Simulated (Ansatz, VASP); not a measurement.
Br in VASP and in Ansatz

Contents of INCAR:

```
SYSTEM = Br
PREC     = Accurate       ! precision mode
ENCUT    = 520            ! plane-wave cutoff, eV
EDIFF    = 1E-6           ! SCF threshold, eV
ISMEAR   = -1             ! smearing method
SIGMA    = 0.05           ! smearing width, eV
LREAL    = .False.        ! projectors in reciprocal space
LASPH    = .True.         ! aspherical terms in the spheres
NELM     = 60             ! most SCF steps
ALGO     = Normal         ! electronic algorithm
ISIF     = 2              ! what is computed and relaxed
LWAVE    = .False.        ! write WAVECAR
LCHARG   = .False.        ! write CHGCAR
NBANDS   = 22             ! bands
```

File KPOINTS:

```
Automatic mesh
0
Gamma
  7 7 3
  0 0 0
```

POSCAR

```
Br
1.0
    3.4292128250     -2.3681017607      0.0000000000
    3.4292128250      2.3681017607      0.0000000000
    0.0000000000      0.0000000000      8.8729766646
Br
4
Direct
    0.3651000000      0.6349000000      0.3901000000
    0.1349000000      0.8651000000      0.8901000000
    0.6349000000      0.3651000000      0.6099000000
    0.8651000000      0.1349000000      0.1099000000
```

Contents of input.yaml:

```yaml
crystal:
  lattice:
    - [3.429212825, -2.3681017607, 0.0]
    - [3.429212825, 2.3681017607, 0.0]
    - [0.0, 0.0, 8.8729766646]
  atoms:
    - { symbol: Br, position: [0.3651, 0.6349, 0.3901] }
    - { symbol: Br, position: [0.1349, 0.8651, 0.8901] }
    - { symbol: Br, position: [0.6349, 0.3651, 0.6099] }
    - { symbol: Br, position: [0.8651, 0.1349, 0.1099] }
kpoints:
  mp_grid: { grid: [7, 7, 3] }
scf:
  occupations: { method: fermi_dirac, width: 0.05 }
hamiltonian:
  xc: lda
  pseudopotentials: { kind: all_electron, lapw: { basis_error: 0.002 } }
output:
  forces: true
  stress: true
  eigenvalues: true
```

Change from the starting cell: volume scaled by 1.06.

Alike in both runs: task single point; functional LDA; k mesh 7 × 7 × 3; occupations fermi-dirac, width 0.05 eV; no spin polarisation.

|  | VASP | Ansatz |
| --- | --- | --- |
| version | VASP 6.6.1 | Ansatz 0.2.0 |
| potentials or method | VASP PAW LDA potentials, release 64 (Br) | all-electron LAPW, scalar-relativistic |
| plane-wave cutoff (eV) | 520 | see its input |

VASP gave:

| Property | Result |
| --- | --- |
| gap on the k mesh at the Fermi level (eV) | 1.58 |
| least direct gap on the mesh (eV) | 1.60 |
| pressure (GPa) | -2.5 |
| largest component of the traceless stress (GPa) | 1.32 |
| rms of the force components (eV/Å) | 0.092 |

Question: What did Ansatz give for the same quantities?

Answer: gap on the k mesh at the Fermi level (eV): 1.59; least direct gap on the mesh (eV): 1.61; pressure (GPa): -2.5; largest component of the traceless stress (GPa): 1.37; rms of the force components (eV/Å): 0.083.

Atom by atom the forces differ by 0.017 eV/Å (rms over components). Ansatz ran all-electron here, so the differences hold the error of VASP's frozen core and of both bases.

Caveats: an odd mesh through Γ misses points on the zone boundary, where band edges often lie.
